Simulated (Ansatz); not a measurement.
**Property card for TiAl**

All numbers below come from DFT PBE, scalar-relativistic, plane waves, PAW (Ansatz).

Cutoff 420 eV; k points 14×14×14 on the computed 2-atom cell (Γ-centred); Gaussian smearing, width 0.10 eV; no spin polarisation.

The structure is relaxed at this level of theory with its symmetry kept.

```cif
data_structure
_symmetry_space_group_name_H-M 'Pm-3m'
_symmetry_Int_Tables_number 221
_cell_length_a 3.1863
_cell_length_b 3.1863
_cell_length_c 3.1863
_cell_angle_alpha 90.000
_cell_angle_beta 90.000
_cell_angle_gamma 90.000
_cell_volume 32.35
loop_
_atom_site_label
_atom_site_type_symbol
_atom_site_symmetry_multiplicity
_atom_site_Wyckoff_symbol
_atom_site_fract_x
_atom_site_fract_y
_atom_site_fract_z
_atom_site_occupancy
Ti1 Ti 1 b 0.50000 0.50000 0.50000 1
Al1 Al 1 a 0.00000 0.00000 0.00000 1
```

* Space group: Pm-3m (No. 221)
* Volume per atom: 16.17 Å³
* Formation energy from the elements' standard states (uncorrected): -0.264 eV/atom
* Kohn–Sham band gap: none (metal)
* Density of states at the Fermi level: 2.72 states/eV per cell
* Löwdin character within 0.5 eV of the Fermi level: Ti 3d 83 %, Al 3p 10 %
* Bulk modulus: 112 GPa
* Its pressure derivative: 4.0
* Bader charges (e): Ti (1 in the cell) 0.64, Al (1 in the cell) -0.64